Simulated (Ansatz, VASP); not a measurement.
# Ag: VASP beside Ansatz

```
CELL_PARAMETERS angstrom
-1.44558 1.44558 1.44558
1.44558 -1.44558 1.44558
1.44558 1.44558 -1.44558
ATOMIC_POSITIONS crystal
Ag 0.00000 0.00000 0.00000
```

Change from the starting cell: volume scaled by 0.75, PAW files.

Alike in both runs: task single point; functional LDA; k mesh 17 × 17 × 17; occupations fermi-dirac, width 0.1 eV; no spin polarisation.

```csv
,VASP,Ansatz
version,VASP 6.6.1,Ansatz 0.2.0
potentials or method,"VASP PAW LDA potentials, release 64 (Ag)","PAW with Ansatz's default frozen-core files, scalar-relativistic"
plane-wave cutoff (eV),520,420
valence electrons in the cell,11,19
```

VASP gave:

| Item | Value |
| --- | --- |
| pressure (GPa) | 87.2 |

Task: Which values does Ansatz return?

Result: Pressure (GPa): 87.0.

The two sets of potentials don't hold the same shells in valence.

Caveats: the cell as given lies far from equilibrium; so large a pressure means that the cell lies far from this level's equilibrium, or that cutoff or potentials fall short (VASP).
